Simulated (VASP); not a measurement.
# WC (P-6m2) in VASP: further runs

The runs below take WC through relaxation of cell and atoms, with PBE.

Program: VASP 6.6.1. These are calculated values, not measurements. Logs are shortened: lines on timing, memory, paths and dates and some standing lists are left out, and cuts for length are marked.

### Step 1. The crystal as given

The structure is hexagonal, space group P-6m2 (No. 187). Conventional cell: a = 2.907 Å, b = 2.907 Å, c = 2.837 Å, α = 90.00°, β = 90.00°, γ = 120.00°. W (site symmetry -6m2) is surrounded by 6 C at 2.20 Å. Around C (site symmetry -6m2) lie 6 W at 2.20 Å.

### Step 2. Relaxation of cell and atoms, PBE

File INCAR:

```
SYSTEM = WC
PREC     = Accurate       ! precision mode
ENCUT    = 520            ! plane-wave cutoff, eV
EDIFF    = 1E-6           ! SCF threshold, eV
ISMEAR   = 0              ! smearing method
SIGMA    = 0.1            ! smearing width, eV
LREAL    = .FALSE.        ! projectors in reciprocal space
LASPH    = .TRUE.         ! aspherical terms in the spheres
NELM     = 120            ! most SCF steps
ALGO     = Normal         ! electronic algorithm
ISIF     = 3              ! what is computed and relaxed
LWAVE    = .FALSE.        ! write WAVECAR
LCHARG   = .FALSE.        ! write CHGCAR
GGA      = PE             ! functional
IBRION   = 2              ! ionic algorithm
NSW      = 90             ! ionic steps
EDIFFG   = -0.01          ! ionic threshold
```

File KPOINTS:

```
Automatic mesh
0
G
  17 17 15
  0 0 0
```

File POSCAR:

```
WC
1.0
    2.9065000000      0.0000000000      0.0000000000
   -1.4532500000      2.5171028400      0.0000000000
    0.0000000000      0.0000000000      2.8366000000
W C
1 1
Direct
    0.0000000000      0.0000000000      0.0000000000
    0.6666666700      0.3333333300      0.5000000000
```

Potentials or basis: VASP PAW PBE potentials, release 64 (W_sv, C).

The run is started by

```bash
$ cat potpaw_PBE.64/W_sv/POTCAR potpaw_PBE.64/C/POTCAR > POTCAR
$ mpirun -np 1 vasp_std > vasp.out
```

OUTCAR:

```text
SYSTEM = WC
   PREC = Accurate
   ENCUT = 520
   EDIFF = 1E-6
   ISMEAR = 0
   LREAL = .FALSE.
   LASPH = .TRUE.
   NELM = 120
   ISIF = 3
   GGA = PE
   IBRION = 2
   NSW = 90
   EDIFFG = -0.01

 ion  position               nearest neighbor table
   1  0.000  0.000  0.000-   2 2.20   2 2.20   2 2.20   2 2.20   2 2.20   2 2.20
   2  0.667  0.333  0.500-   1 2.20   1 2.20   1 2.20   1 2.20   1 2.20   1 2.20

  LATTYP: Found a hexagonal cell.
 ALAT       =     2.9065000000
 C/A-ratio  =     0.9759504559

  Lattice vectors:

 A1 = (   2.9065000000,   0.0000000000,   0.0000000000)
 A2 = (  -1.4532500000,   2.5171028400,   0.0000000000)
 A3 = (   0.0000000000,   0.0000000000,   2.8366000000)

Analysis of symmetry for initial positions (statically):
=====================================================================
 Subroutine PRICEL returns:
 Original cell was already a primitive cell.

 Routine SETGRP: Setting up the symmetry group for a
 hexagonal supercell.

 Subroutine GETGRP returns: Found 12 space group operations
 (whereof 12 operations were pure point group operations)
 out of a pool of 24 trial point group operations.

The static configuration has the point symmetry D_3h.

Analysis of symmetry for dynamics (positions and initial velocities):
=====================================================================
 Subroutine PRICEL returns:
 Original cell was already a primitive cell.

 Routine SETGRP: Setting up the symmetry group for a
 hexagonal supercell.

 Subroutine GETGRP returns: Found 12 space group operations
 (whereof 12 operations were pure point group operations)
 out of a pool of 24 trial point group operations.

The dynamic configuration has the point symmetry D_3h.

 Subroutine INISYM returns: Found 12 space group operations
 (whereof 12 operations are pure point group operations),
 and found     1 'primitive' translations

----------------------------------------------------------------------------------------

                                     Primitive cell

  volume of cell :      20.7525

  direct lattice vectors                    reciprocal lattice vectors
     2.906500000  0.000000000  0.000000000     0.344056425  0.198641069  0.000000000
    -1.453250000  2.517102840  0.000000000     0.000000000  0.397282139  0.000000000
     0.000000000  0.000000000  2.836600000     0.000000000  0.000000000  0.352534725

  length of vectors
[... 98 lines left out ...]
   EFERMI_NEDOS =   21; number of points for ismear=-14 and -15
   IALGO  =     38    algorithm
   IMIX   =      4    mixing-type and parameters
     AMIX     =   0.40;   BMIX     =  1.00
     AMIX_MAG =   1.60;   BMIX_MAG =  1.00
  volume/ion in A,a.u.               =      10.38        70.02
  Fermi-wavevector in a.u.,A,eV,Ry     =   1.561262  2.950358 33.164744  2.437540
  Thomas-Fermi vector in A             =   2.664353
   LORBIT       =      0    0 simple, 1 ext, 2 COOP (PROOUT), +10 PAW based schemes
   GGA     = PE    functional components
   LHFCALC =     F    Hartree Fock is set to
   AEXX    =    0.0000 exact exchange contribution
   IVDW    =     0    specifies the selected vdW correction
   LEPSILON=     F    determine dielectric tensor
   LRPA    =     F    only Hartree local field effects (RPA)
 conjugate gradient relaxation of ions
 non-spin polarized calculation
 Gauss-broadening in eV      SIGMA  =   0.10
  energy-cutoff  :      520.00
  volume of cell :       20.75
 maximum number of plane-waves:       581
 NGX is ok and might be reduce to    24
   NGX = 11   NGY = 11   NGZ = 11

--------------------------------------- Ionic step        1  -------------------------------------------

 number of electron      18.0000000 magnetization

 Free energy of the ion-electron system (eV)
  ---------------------------------------------------
  ext. energy  EPLUGINS =         0.00000000
  ---------------------------------------------------
  free energy    TOTEN  =       -22.44266111 eV

  energy without entropy =      -22.44130532  energy(sigma->0) =      -22.44198321

------------------------ aborting loop because EDIFF is reached ----------------------------------------

  FORCE on cell =-STRESS in cart. coord.  units (eV):
  Direction    XX          YY          ZZ          XY          YZ          ZX
  --------------------------------------------------------------------------------------
  -------------------------------------------------------------------------------------
  Total        0.8726212      0.8726212      0.8514423     -0.0000000     -0.0000000      0.0000000
  in kB       67.3700617     67.3700619     65.7349586     -0.0000000     -0.0000000      0.0000000
  external PRESSURE =      66.8250274 kB  Pullay stress =       0.0000000 kB
[... 167 lines left out ...]
--------------------------------------- Ionic step        6  -------------------------------------------

 number of electron      18.0000000 magnetization

 Free energy of the ion-electron system (eV)
  ---------------------------------------------------
  ext. energy  EPLUGINS =         0.00000000
  ---------------------------------------------------
  free energy    TOTEN  =       -22.44990923 eV

  energy without entropy =      -22.44845006  energy(sigma->0) =      -22.44917965

 E-fermi :  10.8087     XC(G=0): -13.7062

 val. band max:       10.7915603252   @ k =   0.0588   0.0000   0.2667
 cond. band min:      10.8165037911   @ k =   0.4706   0.0588   0.4000
 fundamental gap:      0.0249434659
 Fermi energy:        10.8087352637

 k-point     1 :       0.0000    0.0000    0.0000
  band No.  band energies     occupation
      1     -63.1995      2.00000
      2     -27.1759      2.00000
      3     -27.0864      2.00000
      4     -27.0864      2.00000
      5      -3.4810      2.00000
      6       6.6248      2.00000
      7       7.5662      2.00000
      8       7.5662      2.00000
      9      10.9422      0.05919
     10      14.0005      0.00000
     11      14.0005      0.00000
     12      16.3781      0.00000
     13      16.3781      0.00000
[... 354 lines left out ...]
  band No.  band energies     occupation
      1     -63.1634      2.00000
      2     -27.5667      2.00000
      3     -27.2553      2.00000
      4     -27.1060      2.00000
      5      -1.4591      2.00000
      6       4.9920      2.00000
      7       7.8276      2.00000
      8       8.1703      2.00000
      9       9.1260      2.00000
     10      12.9560      0.00000
     11      13.9103      0.00000
     12      15.6697      0.00000
     13      17.6231      0.00000

 [... further k-points ...]
[... 5 lines left out ...]
  --------------------------------------------------------------------------------------
  -------------------------------------------------------------------------------------
  Total        0.0072239      0.0072239      0.0052392      0.0000000      0.0000000     -0.0000000
  in kB        0.5484388      0.5484388      0.3977599      0.0000000      0.0000000     -0.0000000
  external PRESSURE =       0.4982125 kB  Pullay stress =       0.0000000 kB
[... 17 lines left out ...]
  FREE ENERGIE OF THE ION-ELECTRON SYSTEM (eV)
  ---------------------------------------------------
  free  energy   TOTEN  =       -22.4499092321 eV

  energy  without entropy=      -22.4484500595  energy(sigma->0) =      -22.44917965

 reached required accuracy - stopping structural energy minimisation
```

OSZICAR:

```text
N       E                     dE             d eps       ncg     rms          rms(c)
DAV:   1     0.112311195478E+03    0.11231E+03   -0.98782E+03  6864   0.154E+03
DAV:   2    -0.214267075973E+02   -0.13374E+03   -0.13009E+03  7869   0.383E+02
[... 44 lines left out ...]
   5 F= -.22449848E+02 E0= -.22449121E+02  d E =-.126515E-04
       N       E                     dE             d eps       ncg     rms          rms(c)
DAV:   1    -0.224501051657E+02   -0.25680E-03   -0.70034E-03  6884   0.101E+00    0.702E-02
DAV:   2    -0.224499604859E+02    0.14468E-03   -0.28427E-04  7299   0.167E-01    0.375E-02
DAV:   3    -0.224499091517E+02    0.51334E-04   -0.13015E-04  7409   0.105E-01    0.140E-02
DAV:   4    -0.224499092321E+02   -0.80418E-07   -0.35392E-06  7008   0.198E-02
   6 F= -.22449909E+02 E0= -.22449180E+02  d E =-.742505E-04
```

CONTCAR:

```text
WC
   1.00000000000000
     2.9244131925677737    0.0000000000000000   -0.0000000000000000
    -1.4622065962838868    2.5326161198987625    0.0000000000000000
     0.0000000000000000   -0.0000000000000000    2.8493339409318752
  W               C
     1     1
Direct
     0.0000000000000000    0.0000000000000000    0.0000000000000000
     0.6666666699999979    0.3333333300000021    0.5000000000000000

  0.00000000E+00  0.00000000E+00  0.00000000E+00
  0.00000000E+00  0.00000000E+00  0.00000000E+00
```

Run time: 64 s. Hardware: 1 thread of Intel Xeon 6975P-C (Granite Rapids), shared host; peak memory 0.21 GiB.

What came out:

- Free energy: -22.4499 eV
- Relaxed volume: 10.55 Å³/atom
- Relaxed cell: a = 2.924 Å, b = 2.924 Å, c = 2.849 Å, α = 90.00°, β = 90.00°, γ = 120.00°
- Space group after relaxing (to 0.05 Å): P-6m2 (No. 187)
- Energy gained by relaxing: 3.6 meV/atom
- Ionic steps: 6
- Pressure after relaxing: 0.0 GPa
- Band gap on the k mesh: none (metal or under the smearing width)

Step by step:
```csv
step,energy change (eV),largest force (eV/Å),pressure (GPa),volume (Å³)
1,0.0000,0.0000,6.68,20.75
2,0.0432,0.0000,-15.86,22.08
3,-0.0072,0.0000,-0.11,21.11
4,-0.0072,0.0000,0.00,21.10
5,-0.0072,0.0000,0.06,21.11
6,-0.0072,0.0000,0.05,21.10
```

Final structure:
```
CELL_PARAMETERS angstrom
2.92441 0.00000 0.00000
-1.46221 2.53262 0.00000
0.00000 0.00000 2.84933
ATOMIC_POSITIONS crystal
W 0.00000 0.00000 0.00000
C 0.66667 0.33333 0.50000
```

### Step 3. Relaxation of cell and atoms, PBE

This run uses another cell than the first one, of 10.55 Å³/atom, 1.017 times its volume.

Changes to INCAR since step 2:

```diff
@@ -3,3 +3,3 @@
 ENCUT    = 520            ! plane-wave cutoff, eV
-EDIFF    = 1E-6           ! SCF threshold, eV
+EDIFF    = 1E-7           ! SCF threshold, eV
 ISMEAR   = 0              ! smearing method
@@ -15,3 +15,4 @@
 IBRION   = 2              ! ionic algorithm
-NSW      = 90             ! ionic steps
-EDIFFG   = -0.01          ! ionic threshold
+NSW      = 60             ! ionic steps
+EDIFFG   = -0.005         ! ionic threshold
+POTIM    = 0.3            ! step
```

KPOINTS is that of step 2.

File POSCAR:

```
WC                                      
1.0
    2.9244131926      0.0000000000     -0.0000000000
   -1.4622065963      2.5326161199      0.0000000000
    0.0000000000     -0.0000000000      2.8493339409
  W               C             
     1     1
Direct
     0.0000000000000000    0.0000000000000000    0.0000000000000000
     0.6666666699999979    0.3333333300000021    0.5000000000000000
```

Potentials or basis: VASP PAW PBE potentials, release 64 (W_sv, C).

The run is started by

```bash
$ cat potpaw_PBE.64/W_sv/POTCAR potpaw_PBE.64/C/POTCAR > POTCAR
$ mpirun -np 1 vasp_std > vasp.out
```

Run time: 20 s. Hardware: 1 thread of Intel Xeon 6975P-C (Granite Rapids), shared host; peak memory 0.2 GiB.

It converged, with:

| Property | Result |
| --- | --- |
| Free energy | -22.4501 eV |
| Pressure after relaxing | 0.0 GPa |
| Band gap on the k mesh | none (metal or under the smearing width) |

Final structure:
```cif
data_structure
_symmetry_space_group_name_H-M 'P 1'
_symmetry_Int_Tables_number 1
_cell_length_a 2.9244
_cell_length_b 2.9244
_cell_length_c 2.8493
_cell_angle_alpha 90.000
_cell_angle_beta 90.000
_cell_angle_gamma 120.000
_cell_volume 21.10
loop_
_atom_site_label
_atom_site_type_symbol
_atom_site_fract_x
_atom_site_fract_y
_atom_site_fract_z
_atom_site_occupancy
W1 W 0.00000 0.00000 0.00000 1
C1 C 0.66667 0.33333 0.50000 1
```

Levels at points of the mesh, in eV from the Fermi level:
```csv
k point,band 5,band 6,band 7,band 8,band 9,band 10,band 11,band 12,band 13
"(0.00, 0.00, 0.00)",-14.29,-4.18,-3.24,-3.24,0.13,3.19,3.19,5.57,5.57
```

Caveat: the relaxation stopped at its first step, so nothing moved. Spin-orbit coupling is left out, which matters for the levels of W.
